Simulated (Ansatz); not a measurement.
**Zn: the order of phases at one pressure**

Which of fcc, bcc, hcp, sc, beta tin, omega has the lowest enthalpy for Zn at one common pressure? Methods of the runs shown: PAW.

Method: DFT, PBE, PAW with Ansatz's default frozen-core files, scalar-relativistic, in Ansatz 0.2.0.

## 1. The structure to begin with

It takes space group Fm-3m (No. 225, cubic). The conventional cell has a = 3.928 Å, b = 3.928 Å, c = 3.928 Å, α = 90.00°, β = 90.00°, γ = 90.00°. Around Zn (site symmetry m-3m) lie 12 Zn at 2.78 Å.

Structure file:

```
Zn
1.0
     0.00000    1.96411    1.96411
     1.96411    0.00000    1.96411
     1.96411    1.96411    0.00000
Zn
1
Direct
  0.00000 0.00000 0.00000
```

## 2. Cell relaxed at zero pressure, PAW

Contents of input.yaml:

```yaml
crystal:
  lattice:
    - [0.0, 1.9641097993, 1.9641097993]
    - [1.9641097993, 0.0, 1.9641097993]
    - [1.9641097993, 1.9641097993, 0.0]
  atoms:
    - { symbol: Zn, position: [0.0, 0.0, 0.0] }
kpoints:
  mp_grid: { grid: [17, 17, 17] }
scf:
  occupations: { method: fermi_dirac, width: 0.05 }
hamiltonian:
  xc: pbe
  pseudopotentials: { kind: paw }
output:
  forces: true
  stress: true
relax:
  f_tol: 0.005
  max_steps: 40
  cell: {}
```

On the command line:

```bash
$ ansatz run input.yaml --threads 2 --pin off --max-ram 5120MiB --backend cpu --events-out ev --progress --plain --runs-dir out
```

After this run come: Volume scaled by 0.718, to set the pressure, PAW; Fcc relaxed under pressure, PAW; Bcc relaxed under pressure, PAW; Hcp relaxed under pressure, PAW; Sc relaxed under pressure, PAW; Beta tin relaxed under pressure, PAW; Omega relaxed under pressure, PAW.

Q: Predict the outcome of this session. Wanted: pressure; lowest.

**Answer**, as computed:

```
    quantity                         value
    pressure                        54 GPa
lowest (PAW)  hcp, 49.9 meV/atom under fcc
```

In words: By PAW the order is hcp < fcc < bcc < omega < beta tin < sc. Only these structures were tried, with electrons smeared by 0.05 eV and without vibrations, so the true ground state may be another. The k meshes differ between phases and weren't tested, which can move differences by some meV.
